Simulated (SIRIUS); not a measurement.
The system is CuO.

```
CELL_PARAMETERS angstrom
2.83633 0.00000 0.00000
-1.41816 2.45633 0.00000
0.00000 0.00000 2.76811
ATOMIC_POSITIONS crystal
Cu 0.00000 0.00000 0.00000
O 0.66667 0.33333 0.50000
```

Measurements of this composition are mostly on another form, of space group No. 15.

Base run:

```yaml
Program: SIRIUS 7.10.0
Functional: AM05
Potentials_or_basis: PseudoDojo 0.4.1 PBE standard (scalar relativistic)
Cutoff: 1254 eV
Density_cutoff: 5016 eV
k_mesh: 9 × 9 × 8
Occupations: fermi-dirac, width 0.05 eV
Spin: no spin polarisation
```

Its results: band gap on the k mesh none (metal or under the smearing width); pressure -9.7 GPa.

Task: The run is repeated on the same cell with these changes: functional from AM05 to revPBE; libxc names from ["XC_GGA_X_AM05", "XC_GGA_C_AM05"] to ["XC_GGA_X_PBE_R", "XC_GGA_C_PBE"]. What comes out?

Result: Band gap on the k mesh none (metal or under the smearing width); pressure 3.2 GPa.

Caveats: the potentials were made for another functional, which shifts forces and pressure; an odd number of electrons without spin polarisation forces a metal; a magnetic or distorted state may lie lower; the run has no spin polarisation, though such a crystal can be magnetic; semilocal functionals often make such compounds metallic where correlation or magnetic order opens a gap, which also shifts bond lengths.
